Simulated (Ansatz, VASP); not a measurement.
Li4F: VASP beside Ansatz

Contents of INCAR:

```
SYSTEM = Li4F
PREC     = Accurate       ! precision mode
ENCUT    = 600            ! plane-wave cutoff, eV
EDIFF    = 1E-6           ! SCF threshold, eV
ISMEAR   = 0              ! smearing method
SIGMA    = 0.1            ! smearing width, eV
LREAL    = .False.        ! projectors in reciprocal space
LASPH    = .True.         ! aspherical terms in the spheres
NELM     = 80             ! most SCF steps
ALGO     = Normal         ! electronic algorithm
ISIF     = 3              ! what is computed and relaxed
LWAVE    = .False.        ! write WAVECAR
LCHARG   = .False.        ! write CHGCAR
GGA      = PE             ! functional
IBRION   = 2              ! ionic algorithm
NSW      = 90             ! ionic steps
EDIFFG   = -0.04          ! ionic threshold
```

The input KPOINTS:

```
Automatic mesh
0
Gamma
  6 6 6
  0 0 0
```

Contents of POSCAR:

```
Li4F
1.0
    2.4381998300      1.4076953300      3.2955110700
   -2.4381998300      1.4076953300      3.2955110700
    0.0000000000     -2.8153906500      3.2955110700
Li F
4 1
Direct
    0.5000000000      0.5000000000      0.0000000000
    0.0000000000      0.5000000000      0.5000000000
    0.5000000000      0.0000000000      0.5000000000
    0.5000000000      0.5000000000      0.5000000000
    0.0000000000      0.0000000000      0.0000000000
```

Input for Ansatz:

```yaml
crystal:
  lattice:
    - [2.43819983, 1.40769533, 3.29551107]
    - [-2.43819983, 1.40769533, 3.29551107]
    - [0.0, -2.81539065, 3.29551107]
  atoms:
    - { symbol: Li, position: [0.5, 0.5, 0.0] }
    - { symbol: Li, position: [0.0, 0.5, 0.5] }
    - { symbol: Li, position: [0.5, 0.0, 0.5] }
    - { symbol: Li, position: [0.5, 0.5, 0.5] }
    - { symbol: F, position: [0.0, 0.0, 0.0] }
basis:
  ecutwfc: 420
kpoints:
  mp_grid: { grid: [6, 6, 6] }
hamiltonian:
  xc: pbe
scf:
  occupations: { method: gaussian, width: 0.1 }
  lower_state_search: "off"
output:
  forces: true
  stress: true
  eigenvalues: true
relax:
  adjacent_minimum: "off"
  f_tol: 0.04
  max_steps: 70
  cell: { stress_tol: 0.4 }
```

Alike in both runs: task relaxation of cell and atoms; functional PBE; k mesh 6 × 6 × 6; occupations gaussian, width 0.1 eV; no spin polarisation.

```csv
,VASP,Ansatz
version,VASP 6.6.1,Ansatz 0.2.0
potentials or method,"VASP PAW PBE potentials, release 64 (Li_sv, F)","scalar-relativistic, plane waves, PAW"
plane-wave cutoff (eV),600,420
valence electrons in the cell,19,19
```

```tsv
	VASP	Ansatz	Ansatz less VASP
gap on the k mesh at the Fermi level, each at its own relaxed structure (eV)	none	none	-
relaxed volume (Å³/atom)	20.19	24.38	+4.190
relaxed cell length with the largest relative difference (Å)	5.191	6.075	+0.8833
energy change over the relaxation (meV/atom)	-322	-454	-132.2
```

A gap of «none» marks a metal or a gap that the smearing closes. One of these differences is far larger than is usual between the two programs; its cause wasn't traced.

Caveats: the cutoff is under 1.25 times the usual one of these potentials, so pressure, stress and relaxed cells hold a basis-set (Pulay) error (VASP); the volume moved by over 15 % at a fixed basis, so the end points are rough (VASP); an odd number of electrons without spin polarisation forces a metal; a magnetic or distorted state may lie lower.
